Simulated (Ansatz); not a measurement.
# NaI, space group Pmma: a charge-density difference against the sublattices

With the Python package of Ansatz (0.2.0).

Run as a notebook:

**Cell 1**
```python
import ansatz as az
import numpy as np

VECTORS = np.array([
    [4.622209, 0.0, 0.0],
    [0.0, 4.269702, 0.0],
    [0.0, 0.0, 7.798384],
])
SITES = [
    ("Na", [0.25, 0.5, 0.275031]),
    ("Na", [0.75, 0.5, 0.724969]),
    ("I", [0.25, 0.0, 0.742427]),
    ("I", [0.75, 0.0, 0.257573]),
]
```

**Cell 2**
```python
def build(cell):
    crystal = az.Crystal(lattice=az.Lattice.of(cell))
    for symbol, position in SITES:
        crystal = crystal.atom(symbol, position)
    return crystal

# one cutoff and one grid for all runs, so that the fields can be subtracted
def solve(crystal):
    return (
        crystal.calculation()
        .functional(az.Functional.LDA)
        .occupations("fermi_dirac", width=0.1)
        .basis(460, grid_basis="typed")
        .kpoints(4, 6, 4)
        .density()
        .run(threads=1)
    )
```

**Cell 3**
```python
whole = solve(build(VECTORS))
difference = whole.density().channels[0].density_e_per_ang3.copy()
binding = whole.report["free_energy_ev"]
for element in ["Na", "I"]:
    part = az.Crystal(lattice=az.Lattice.of(VECTORS))
    for symbol, position in SITES:
        if symbol == element:
            part = part.atom(symbol, position)
    alone = solve(part)
    difference -= alone.density().channels[0].density_e_per_ang3
    binding -= alone.report["free_energy_ev"]
    print(f"{element} sublattice: {alone.report['n_electrons']:g} electrons, {alone.report['n_iterations']} iterations")
```
Output:
```text
Na sublattice: 18 electrons, 7 iterations
I sublattice: 34 electrons, 7 iterations
```

**Cell 4**
```python
voxel = abs(np.linalg.det(VECTORS)) / difference.size
print(f"energy of the crystal less its unpolarised sublattices: {binding / len(SITES):.4f} eV/atom")
print(f"net charge of the difference {difference.sum() * voxel:.5f} e, charge rearranged {0.5 * np.abs(difference).sum() * voxel:.3f} e")
print(f"extremes {difference.min():.4f} and {difference.max():.4f} e/A^3")
for (symbol, position) in SITES:
    index = tuple(int(round(p * n)) % n for p, n in zip(position, difference.shape))
    print(f"  change of the pseudo-density at the grid point nearest {symbol}: {difference[index]:+.4f} e/A^3")
profile = difference.mean(axis=(0, 1))
print("planar mean along the third vector:", np.round(profile[:: max(len(profile) // 12, 1)], 4))
```
Output:
```text
energy of the crystal less its unpolarised sublattices: -1.9221 eV/atom
net charge of the difference -0.00000 e, charge rearranged 0.633 e
extremes -0.0227 and 0.0508 e/A^3
  change of the pseudo-density at the grid point nearest Na: -0.0041 e/A^3
  change of the pseudo-density at the grid point nearest Na: -0.0041 e/A^3
  change of the pseudo-density at the grid point nearest I: +0.0462 e/A^3
  change of the pseudo-density at the grid point nearest I: +0.0462 e/A^3
planar mean along the third vector: [-0.0054 -0.003   0.0026  0.0067  0.004  -0.0037 -0.008  -0.0037  0.004
  0.0067  0.0026 -0.003 ]
```

Grid values close to the nuclei reflect the PAW or pseudopotential construction, not the all-electron fields. The structure comes from a database of computed cells and needn't be a stable or known phase. Charge moved counts every rearrangement, bonding and polarisation too, and is no transfer between atoms; the bare sublattices are artificial references. Values near the nuclei depend on the potentials. It ran for 28 s on 1 thread of AMD EPYC 7R43 64-Core Processor (Zen 3), with other jobs on the host, peak memory 0.51 GiB.
